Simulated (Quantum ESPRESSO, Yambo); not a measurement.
# A GW chain in Yambo: GaAs (F-43m), part 2 of 3

Aim: the G0W0 gap of GaAs (F-43m) on PBE with spin-orbit coupling, step by step.

Quantum ESPRESSO 7.5 and Yambo 5.3.0; PBE and many-body steps on it, plane waves. Known limits of the many-body steps: not at the basis limit; exchange with frozen shells missing; coarse k mesh.

So far. Step 2 (Ground state): The gap is direct, at Γ. Step 3 (Bands along the symmetry lines): The gap is 0.406 eV, as in the run before at this level.

### Step 4. Empty states on the mesh, 4×4×4 mesh, 264 bands

Level of this step: DFT, PBE with spin-orbit coupling, plane waves, norm-conserving pseudopotentials (Quantum ESPRESSO).

The sums over transitions need many empty states on a uniform mesh; this step solves for them.

Contents of pw.in:

```
&control
  calculation = 'nscf'
  prefix = 'x'
  outdir = 'o'
  pseudo_dir = 'pseudo'
/
&system
  ibrav = 0
  nat = 2
  ntyp = 2
  ecutwfc = 76.0
  nbnd = 264
  force_symmorphic = .true.
  noncolin = .true.
  lspinorb = .true.
/
&electrons
  conv_thr = 1e-9
  electron_maxstep = 80
  diago_full_acc = .true.
  diago_thr_init = 5e-6
/
ATOMIC_SPECIES
  Ga 69.723 Ga.upf
  As 74.922 As.upf
CELL_PARAMETERS angstrom
  0.0000000000 2.8268500000 2.8268500000
  2.8268500000 0.0000000000 2.8268500000
  2.8268500000 2.8268500000 0.0000000000
ATOMIC_POSITIONS crystal
  Ga 0.0000000000 0.0000000000 0.0000000000
  As 0.2500000000 0.2500000000 0.2500000000
K_POINTS automatic
  4 4 4 0 0 0
```

Started as:

```bash
$ OMP_NUM_THREADS=1 mpirun -n 4 pw.x -nk 4 -in pw.in > pw.out
```

What it wrote:

```text
[banner, memory and clock lines left out]
Program PWSCF v.7.5 starts

     Atomic positions and unit cell read from directory:
     o/x.save/

     Message from routine setup:
     using ibrav=0 with symmetry is DISCOURAGED, use correct ibrav instead

     G-vector sticks info

     bravais-lattice index     =            0
     lattice parameter (alat)  =       7.5547  a.u.
     unit-cell volume          =     304.8842 (a.u.)^3
     number of atoms/cell      =            2
     number of atomic types    =            2
     number of electrons       =        28.00
     number of Kohn-Sham states=          264
     kinetic-energy cutoff     =      76.0000  Ry
     charge density cutoff     =     304.0000  Ry
     Exchange-correlation= PBE
                           (   1   4   3   4   0   0   0)
     Non magnetic calculation with spin-orbit

     celldm(1)=   7.554690  celldm(2)=   0.000000  celldm(3)=   0.000000
     celldm(4)=   0.000000  celldm(5)=   0.000000  celldm(6)=   0.000000

     crystal axes: (cart. coord. in units of alat)
               a(1) = (   0.000000   0.707107   0.707107 )
               a(2) = (   0.707107   0.000000   0.707107 )
               a(3) = (   0.707107   0.707107   0.000000 )

     reciprocal axes: (cart. coord. in units 2 pi/alat)
               b(1) = ( -0.707107  0.707107  0.707107 )
               b(2) = (  0.707107 -0.707107  0.707107 )
               b(3) = (  0.707107  0.707107 -0.707107 )
     Pseudo is Norm-conserving + core correction, Zval = 13.0
     Generated using ONCVPSP code by D. R. Hamann
     Using radial grid of 1926 points, 10 beta functions with:
     Pseudo is Norm-conserving + core correction, Zval = 15.0
     Generated using ONCVPSP code by D. R. Hamann
     Using radial grid of 1358 points, 10 beta functions with:
     Ga               13.00    69.72300     Ga( 1.00)
     As               15.00    74.92200     As( 1.00)

     24 Sym. Ops. (no inversion) found

   Cartesian axes

     site n.     atom                  positions (alat units)
         1        Ga     tau(   1) = (   0.0000000   0.0000000   0.0000000  )
         2        As     tau(   2) = (   0.3535534   0.3535534   0.3535534  )

     number of k points=     8
                       cart. coord. in units 2pi/alat
        k(    1) = (   0.0000000   0.0000000   0.0000000), wk =   0.0156250
        k(    2) = (   0.1767767   0.1767767  -0.1767767), wk =   0.1250000
        k(    3) = (  -0.3535534  -0.3535534   0.3535534), wk =   0.0625000
[...]
k(    7) = (  -0.7071068   0.0000000   0.0000000), wk =   0.0468750
        k(    8) = (  -0.7071068   0.3535534   0.0000000), wk =   0.0937500

     Dense  grid:    27317 G-vectors     FFT dimensions: (  45,  45,  45)

     The potential is recalculated from file :
     o/x.save/charge-density

     Starting wfcs are   36 randomized atomic wfcs +  228 random wfcs

     Band Structure Calculation

     End of band structure calculation

          k = 0.0000 0.0000 0.0000 (  3479 PWs)   bands (ev):

   -26.8085 -26.8085 -26.8085 -26.8085 -26.0851 -26.0851 -26.0792 -26.0792
   -26.0792 -26.0792  -6.2535  -6.2535  -6.2535  -6.2535  -5.8275  -5.8275
    -5.7754  -5.7754  -5.7754  -5.7754  -3.9149  -3.9149   8.5877   8.5877
[...]
[... 21 further rows ...]
[...]
k = 0.1768 0.1768-0.1768 (  3416 PWs)   bands (ev):

[...]
[... 21 further rows ...]
[...]
k =-0.3536-0.3536 0.3536 (  3426 PWs)   bands (ev):

[...]
[... 21 further rows ...]
   106.6098 106.6098 106.6561 106.6561 106.6600 106.6600 107.6236 107.6236
   107.6757 107.6757 108.3592 108.3592 108.7647 108.7647 108.7729 108.7729

          k = 0.3536 0.0000 0.0000 (  3399 PWs)   bands (ev):

     [... further k-points ...]

     highest occupied, lowest unoccupied level (ev):     8.9222    9.3283

     XML data file, pseudopotentials, collected wavefunctions
```

Elapsed: 40 s, on 4 MPI ranks of Arm Neoverse V2, shared host; peak memory 0.85 GiB.

This step gave:

```
gap                                                           : 0.4061 eV
k of the valence top                                          : 0, 0, 0
k of the conduction bottom                                    : 0, 0, 0
least direct gap                                              : 0.4061 eV
k points computed                                             : 8
lowest point of the top converged band, above the valence top : 97.4078 eV
```

On this mesh the gap is 0.406 eV.

### Step 5. Conversion and set-up

This step: Yambo 5.3.0; conversion and set-up on PBE with spin-orbit coupling, plane waves, norm-conserving pseudopotentials.

The states are converted to the many-body program's format and the q mesh is built.

Started as:

```bash
$ (cd o/x.save; p2y > p2y.log; mv SAVE ../..); yambo > setup.log
```

What it wrote:

```text
 Yambo, version 5.3.0

 [02] CORE Variables Setup
 =========================

  [02.01] Unit cells
  ==================

  Cell kind             :  FCC
  Atoms in the cell     :  Ga  As
  number of Ga atoms    :  1
  number of As atoms    :  1

  List of atomic masses
  Mass of Ga    :  69.72300
  Mass of As    :  74.92200

  List of atomic coordinates    : [cc]
  Ga1       :  0.000000  0.000000  0.000000  order 1
  As1       :  2.670986  2.670986  2.670986  order 2

  Alat factors          :  5.341972  5.341972  5.341972 [a.u.]
  Direct lattice volume :  304.8842 [a.u.]
  Direct lattice vectors:  A[ 1 ]  A[ 2 ]  A[ 3 ]
   A[ 1 ]:  0.000000  1.000000  1.000000  [iru]
   0.000000  5.341972  5.341972  [cc]
   A[ 2 ]:  1.000000  0.000000  1.000000  [iru]
   5.341972  0.000000  5.341972  [cc]
   A[ 3 ]:  1.000000  1.000000  0.000000  [iru]
   5.341972  5.341972  0.000000  [cc]

  Recip. lattice volume :  0.813588 [a.u.]
  Recip. lattice vectors:  B[ 1 ]  B[ 2 ]  B[ 3 ]
   B[ 1 ]: -0.500000  0.500000  0.500000  [iku]
  -0.588096  0.588096  0.588096  [cc]
   B[ 2 ]:  0.500000 -0.500000  0.500000  [iku]
   0.588096 -0.588096  0.588096  [cc]
   B[ 3 ]:  0.500000  0.500000 -0.500000  [iku]
   0.588096  0.588096 -0.588096  [cc]

  [02.02] Symmetries
  ==================

  Inversion symmetry    : yes
  Spatial inversion     : no
  Inversion index       :  25
  K-space Time-reversal : yes
  Magnetic symmetries   : no
  Time-reversal derived K-space symmetries:   25   48
  Group table correct   : yes
  Symmetries units      :  [cc]

   [S  1]:   1.0000      0.14712E-16  0.14712E-16  0.14712E-16   1.0000     -0.14712E-16 -0.14712E-16 -0.14712E-16   1.0000
   [S  2]:  -1.0000     -0.14712E-16  0.14712E-16 -0.14712E-16  -1.0000     -0.14712E-16  0.14712E-16  0.14712E-16   1.0000
   [S  3]:  -1.0000      0.14712E-16 -0.14712E-16 -0.14712E-16   1.0000      0.14712E-16  0.14712E-16 -0.14712E-16  -1.0000
[...]
[S  9]:  0.14712E-16   1.0000      0.14712E-16 -0.14712E-16  0.14712E-16   1.0000       1.0000     -0.14712E-16 -0.14712E-16
   [S 10]:  0.14712E-16  -1.0000     -0.14712E-16 -0.14712E-16 -0.14712E-16  -1.0000       1.0000      0.14712E-16  0.14712E-16
     [... 36 further rows ...]
   [S*47]:   1.0000      0.14712E-16 -0.14712E-16  0.14712E-16 -0.14712E-16  -1.0000     -0.14712E-16   1.0000      0.14712E-16
   [S*48]:   1.0000     -0.14712E-16  0.14712E-16  0.14712E-16  0.14712E-16   1.0000     -0.14712E-16  -1.0000     -0.14712E-16

  [02.03] Reciprocal space
  ========================

  nG shells         :  296
  nG charge         :  27317
  nG WFs            :   4210
  nC WFs            :   3479
  G-vecs. in first 29 shells:  [ Number ]
     1    9   15   27   51   59   65   89  113
    137   169   181   229   259   283   307   331   339
    387   411   459   531   537   561   609   645   701
    725   749
  ...
  Shell energy in first 29 shells:  [ mHa ]
[...]
BZ  K-points                                      :   64

  K/Q-points units:
  rlu = crystal or reduced units; cc = cartesian coordinates; iku = interal k-units

  K [1]          [rlu]:  0.000000  0.000000  0.000000
         WF components:   3479
  K [2]          [rlu]: -0.91587E-18 -0.91587E-18  0.25000
         WF components:   3416
  K [3]          [rlu]:  0.18317E-17  0.18317E-17 -0.50000
         WF components:   3426
  K [4]          [rlu]: -0.26116E-17  0.25000      0.25000
         WF components:   3399
  K [5]          [rlu]:  0.18030E-16  0.25000     -0.50000
         WF components:   3415
  [... 2 further k-points ...]
  K [8]          [rlu]:  0.250000 -0.500000 -0.250000
         WF components:   3400

  [02.05] Energies & Occupations
  ==============================

  [X] === General ===
  [X] Electronic Temperature                        :  0.000000  0.000000 [eV K]
  [X] Bosonic    Temperature                        :  0.000000  0.000000 [eV K]
  [X] Finite Temperature mode                       : no
  [X] El. density                                   :  0.61975E+24 [cm-3]
  [X] Fermi Level                                   :  8.922182 [eV]

  [X] === Gaps and Widths ===
  [X] Conduction Band Min                           :  0.406150 [eV]
  [X] Valence Band Max                              :  0.000000 [eV]
  [X] Filled Bands                                  :  28
  [X] Empty Bands                                   :   29  264
  [X] Direct Gap                                    :  0.406150 [eV]
  [X] Direct Gap localized at k                     :  1
  [X] Indirect Gap                                  :  0.406150 [eV]
  [X] Indirect Gap between kpts                     :  1  1
  [X] Last valence band width                       :  3.427967 [eV]
  [X] 1st conduction band width                     :  3.994442 [eV]

  E @ K [1]:  [eV]
  -35.73066 -35.73066 -35.73066 -35.73066 -35.00724 -35.00724 -35.00138 -35.00138
  -35.00138 -35.00138 -15.17567 -15.17567 -15.17567 -15.17567 -14.74967 -14.74967
  -14.69761 -14.69761 -14.69761 -14.69761 -12.83710 -12.83710  -0.33449  -0.33449
[...]
occ @ K [1]
[...]
E @ K [2]:  [eV]
[...]
occ @ K [2]
[...]
E @ K [3]:  [eV]
[...]
occ @ K [3]
[...]
E @ K [4]:  [eV]
[...]
occ @ K [4]
[...]
E @ K [5]:  [eV]
[...]
occ @ K [5]
[...]
[... 2 further k-points ...]
  E @ K [8]:  [eV]
[...]
occ @ K [8]
[...]
0.000000  0.000000  0.000000  0.000000  0.000000  0.000000  0.000000  0.000000
   0.000000  0.000000  0.000000  0.000000  0.000000  0.000000  0.000000  0.000000

 [03] Transferred momenta grid and indexing
 ==========================================

 IBZ Q-points                                      :   8
 BZ  Q-points                                      :   64

 K/Q-points units:
 rlu = crystal or reduced units; cc = cartesian coordinates; iku = interal k-units

 Q [1]          [rlu]:  0.000000  0.000000  0.000000
 Q [2]          [rlu]: -0.91587E-18 -0.91587E-18  0.25000
 Q [3]          [rlu]:  0.18317E-17  0.18317E-17 -0.50000
[...]
Q [7]          [rlu]:  0.52231E-17 -0.50000     -0.50000
 Q [8]          [rlu]:  0.250000 -0.500000 -0.250000

  [03.01] X indexes
  =================

   [03.01.01] Sigma indexes
   ========================

 [06] Game Over & Game summary
```

The job ended after 2.8 s (1 MPI rank; peak memory 0.25 GiB).

(Continued in part 3 of 3.)

[Paths, hosts, dates, memory and timing lines, banners, echoed tables and standing remarks are left out of the program output.]

[Logs are printed without paths, hosts, clocks, repeated set-up lines and the standing remarks that a program may print on its own settings, such as how far it seeks lower states.]

[Runs of the session that timed out or met a known fault of the program may be left out.]

[Hosts, paths, dates, database ids (printed as entryN), source tags and the programs' standing remarks are cut or masked in the printed files.]
